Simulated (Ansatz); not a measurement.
input.yaml

```yaml
crystal:
  lattice:
    - [4.0275161778, 0.0, 0.0]
    - [-2.0137580889, 3.4879313241, 0.0]
    - [0.0, 0.0, 6.6480587142]
  atoms:
    - { symbol: Si, position: [0.6666666667, 0.3333333333, 0.8746776673] }
    - { symbol: Si, position: [0.3333333333, 0.6666666667, 0.3746776673] }
    - { symbol: Ge, position: [0.6666666667, 0.3333333333, 0.5003213327] }
    - { symbol: Ge, position: [0.3333333333, 0.6666666667, 0.0003213327] }
basis:
  ecutwfc: 420
kpoints:
  mp_grid: { grid: [12, 12, 6] }
hamiltonian:
  xc: pbesol
scf:
  occupations: { method: gaussian, width: 0.02 }
output:
  forces: true
  stress: true
  eigenvalues: true
relax:
  adjacent_minimum: "off"
  f_tol: 0.01
  max_steps: 30
  cell: { stress_tol: 0.1, fix: [volume] }
```

Command:
```bash
ansatz run input.yaml --threads 1 --pin off --max-ram 2560MiB --backend cpu --events-out ev --progress --plain --runs-dir out
```

All numbers below come from Ansatz, DFT PBEsol, scalar-relativistic, plane waves, PAW.

Abridged output:

```
Pseudopotentials: kind: paw
Pseudopotential: Si, paw, valence charge 4, recommended cutoff 420 eV (normal)
Pseudopotential: Ge, paw, valence charge 14, recommended cutoff 420 eV (normal)
Functional definition: PBEsol
Crystal: 4 atoms, lattice volume = 93.390 Å³
Basis set: ecut = 420 eV, 1811 PW (Γ), exchange–correlation on 54×54×90 points (8 copies of the dense FFT grid, shifted against one another)
Bands: 22, of which v1, the nominal top of the filled ones, is band 18 counted from 1 (17 counted from 0)
Symmetry: 12 space group operations
Space group: P63mc (ITA 186), of the structure as read, at distance tolerance 4.5e-5 Å
k-points: 76 of 864 (time reversal used)
Initial density: superposition of atomic densities (neutral atoms: chi_scale 0, normalization atom), corrected by the library's trained network
Initial wavefunctions: pseudopotential atomic-orbital guess
Functional: x = pbesol(κ = 0.804, μ = 0.12345679), c = pbesol(β = 0.046)
SCF iter   1: F=—  HF=-9749.690969 eV  |F-HF|=—  |Δ(HF+E_count)|=         —  Δρ=3.04e-3  dr2=1.25e-2  ethr=1.77e-3  ⟨swp⟩=6.2  Hψ=8263  notcnv=0
SCF iter   2: F=—  HF=-9749.687398 eV  |F-HF|=—  |Δ(HF+E_count)|=   3.57e-3  Δρ=1.85e-3  dr2=4.67e-3  ethr=3.47e-5  ⟨swp⟩=1.6  Hψ=2442  notcnv=0
SCF iter   3: F=—  HF=-9749.686773 eV  |F-HF|=—  |Δ(HF+E_count)|=   6.25e-4  Δρ=8.08e-4  dr2=2.82e-4  ethr=1.30e-5  ⟨swp⟩=2.0  Hψ=3344  notcnv=0
SCF iter   4: F=—  HF=-9749.686409 eV  |F-HF|=—  |Δ(HF+E_count)|=   3.64e-4  Δρ=3.55e-4  dr2=1.03e-4  ethr=7.83e-7  ⟨swp⟩=2.1  Hψ=2688  notcnv=0
SCF iter   5: F=—  HF=-9749.686476 eV  |F-HF|=—  |Δ(HF+E_count)|=   6.63e-5  Δρ=2.73e-4  dr2=3.29e-5  ethr=2.87e-7  ⟨swp⟩=2.0  Hψ=3031  notcnv=0
SCF iter   6: F=—  HF=-9749.686401 eV  |F-HF|=—  |Δ(HF+E_count)|=   7.41e-5  Δρ=9.58e-5  dr2=4.50e-6  ethr=9.14e-8  ⟨swp⟩=2.8  Hψ=2922  notcnv=0
SCF iter   7: F=—  HF=-9749.686397 eV  |F-HF|=—  |Δ(HF+E_count)|=   4.04e-6  Δρ=2.16e-5  dr2=2.19e-7  ethr=1.25e-8  ⟨swp⟩=2.0  Hψ=3040  notcnv=0
SCF iter   8: F=-9749.686397 eV  HF=-9749.686397 eV  |F-HF|=1.17e-8  |Δ(HF+E_count)|=   1.23e-7  Δρ=3.39e-6  dr2=5.43e-9  ethr=2.78e-10  ⟨swp⟩=4.9  Hψ=7182  notcnv=0
SCF 1 converged in 8 iterations: F = -9749.686397 eV  dr2 = 5.43e-9
relax step   1: F+E_penalty+E_count = -9749.68639731 eV  Δ(F+E_penalty+E_count) = +0.000e0 eV  max|allowed force component| = 1.928e-2 eV/Å  Δτ_max = 0.0000 Å  P = -6.207 GPa  Ω = 93.390 Å³  fix = [volume]  reactions: volume -6.207 GPa (8 SCF iters, dr2 threshold 1.00e-7 eV, accepted)
Initial density: handed on by an earlier stage of this run
Initial wavefunctions: those handed on with the density
SCF iter   1: F=—  HF=-9749.686452 eV  |F-HF|=—  |Δ(HF+E_count)|=         —  Δρ=1.19e-4  dr2=1.04e-5  ethr=2.53e-8  ⟨swp⟩=2.1  Hψ=9455  notcnv=0
SCF iter   2: F=—  HF=-9749.686413 eV  |F-HF|=—  |Δ(HF+E_count)|=   3.86e-5  Δρ=6.70e-5  dr2=3.65e-6  ethr=2.53e-8  ⟨swp⟩=1.0  Hψ=1672  notcnv=0
SCF iter   3: F=—  HF=-9749.686412 eV  |F-HF|=—  |Δ(HF+E_count)|=   1.05e-6  Δρ=7.36e-6  dr2=4.97e-8  ethr=1.01e-8  ⟨swp⟩=2.0  Hψ=2241  notcnv=0
SCF iter   4: F=-9749.686412 eV  HF=-9749.686412 eV  |F-HF|=1.29e-8  |Δ(HF+E_count)|=   2.50e-9  Δρ=3.87e-6  dr2=1.33e-8  ethr=6.46e-11  ⟨swp⟩=4.5  Hψ=6660  notcnv=0
SCF 2 converged in 4 iterations: F = -9749.686412 eV  dr2 = 1.33e-8
relax step   2: F+E_penalty+E_count = -9749.68641223 eV  Δ(F+E_penalty+E_count) = -1.491e-5 eV  max|allowed force component| = 5.932e-3 eV/Å  Δτ_max = 0.0016 Å  P = -6.203 GPa  Ω = 93.390 Å³  energy of the carried Pulay correction = +2.902e-16 eV  fix = [volume]  reactions: volume -6.203 GPa (4 SCF iters, dr2 threshold 2.32e-8 eV, accepted)
Initial wavefunctions: pseudopotential atomic-orbital guess (no wavefunctions were taken with the density)
SCF iter   1: F=—  HF=-9749.686449 eV  |F-HF|=—  |Δ(HF+E_count)|=         —  Δρ=3.57e-6  dr2=1.30e-8  ethr=2.27e-7  ⟨swp⟩=2.8  Hψ=12465  notcnv=0
SCF iter   2: F=—  HF=-9749.686412 eV  |F-HF|=—  |Δ(HF+E_count)|=   3.62e-5  Δρ=2.02e-6  dr2=4.72e-9  ethr=3.60e-11  ⟨swp⟩=2.7  Hψ=3395  notcnv=0
SCF iter   3: F=—  HF=-9749.686412 eV  |F-HF|=—  |Δ(HF+E_count)|=   1.29e-9  Δρ=8.96e-7  dr2=1.17e-9  ethr=1.31e-11  ⟨swp⟩=2.0  Hψ=3027  notcnv=0
SCF iter   4: F=-9749.686412 eV  HF=-9749.686412 eV  |F-HF|=9.28e-11  |Δ(HF+E_count)|=  6.26e-10  Δρ=2.79e-7  dr2=5.58e-11  ethr=1.00e-12  ⟨swp⟩=2.3  Hψ=6662  notcnv=0
SCF 3 converged in 4 iterations: F = -9749.686412 eV  dr2 = 5.58e-11
SCF converged after 4 iterations
Free energy (F): -9749.686412 eV
Harris-Foulkes:  -9749.686412 eV  (|F-HF|=9.28e-11)
Internal energy: -9749.686412 eV  (E = F + TS)
E sigma→0 (E₀):  -9749.686412 eV
Fermi energy:    6.580350 eV
--- Per-component energies (eV) ---
  E_band       = -339.282111
  E_kinetic    = 298.175390
  E_local      = -5434.326945  (includes V_loc(G=0)·N_el)
  E_nonlocal   = 891.184387
  E_hartree    = 2378.741333
  E_xc         = -256.638561
  E_vxc        = -219.702611  (∫ρ·V_xc dr)
  E_paw        = -4956.106544  (= ΣΔE_a)
  E_vpaw       = -632.095141  (= ΣTr[D̂ρ^β])
  E_aug_tail   = 0.000561  (compensation charges beyond the density's cutoff)
  E_ewald      = -2672.615028
  E_core_change = 1.898994  (= ΣΔE_core)
  E_smearing   =  0.000000  (= −TS)
--- Forces (eV/Å), atoms counted from 1 ---
  atom   1  Si     0.00000000     0.00000000    -0.00592978
  atom   2  Si     0.00000000     0.00000000    -0.00592978
  atom   3  Ge     0.00000000     0.00000000     0.00592991
  atom   4  Ge     0.00000000     0.00000000     0.00592991
--- Stress (GPa, compression-positive) ---
       -6.235481       0.000000       0.000000
        0.000000      -6.235481       0.000000
        0.000000       0.000000      -6.139287
  P = ⅓ Tr σ = -6.2034 GPa (-62.034 kbar)
--- Band table (eV; the first three rows and the last of 76) ---
  k-point 0: bands = ["-17.9678", "-17.9678", "-17.9653", "-17.9653", "-17.9633", "-17.9633", "-17.9468", "-17.9468", "-17.9442", "-17.9442", "-5.4532", "-3.5149", "-0.5025", "5.0821", "5.0821", "6.2787", "6.5112", "6.5112", "6.6476", "7.1320", "8.5785", "8.5785"]
  k-point 1: bands = ["-17.9678", "-17.9678", "-17.9652", "-17.9652", "-17.9635", "-17.9635", "-17.9466", "-17.9466", "-17.9444", "-17.9444", "-5.3733", "-3.7640", "-0.0946", "5.0851", "5.1486", "5.1486", "6.3563", "6.3563", "6.7344", "8.0058", "8.7326", "8.7326"]
  k-point 2: bands = ["-17.9678", "-17.9678", "-17.9649", "-17.9649", "-17.9639", "-17.9639", "-17.9461", "-17.9461", "-17.9448", "-17.9448", "-5.1367", "-4.2657", "0.8797", "3.5735", "5.3424", "5.3424", "6.0121", "6.0121", "6.9905", "7.8805", "9.0989", "9.0989"]
  k-point 75: bands = ["-17.9676", "-17.9676", "-17.9617", "-17.9617", "-17.9612", "-17.9612", "-17.9451", "-17.9451", "-17.9451", "-17.9451", "-2.5607", "-2.5607", "-0.9173", "-0.9173", "2.4628", "2.4628", "4.6292", "4.6292", "7.7788", "7.7788", "10.3060", "10.3060"]
--- Relaxed structure (2 steps of the walk, 2 accepted, 1 SCFs on fresh bases) ---
  F+E_penalty+E_count = -9749.68641247 eV   max|allowed force component| = 5.930e-3 eV/Å   (the final SCF, on the basis selected at the relaxed cell)
  cell:  # Å, volume = 93.3899 Å³
    - [4.02892632, 0.0, 0.0]
    - [-2.01446316, 3.48915254, 0.0]
    - [0.0, 0.0, 6.64340580]
  atoms:
    - { symbol: Si, position: [0.66666666, 0.33333333, 0.87491550] }
    - { symbol: Si, position: [0.33333333, 0.66666666, 0.37491550] }
    - { symbol: Ge, position: [0.66666666, 0.33333333, 0.50008349] }
    - { symbol: Ge, position: [0.33333333, 0.66666666, 8.34946569e-5] }
```

The relaxation met its thresholds.

The run took 45 s on 1 thread of Arm Neoverse V1, with other jobs on the host, peak memory 0.41 GiB.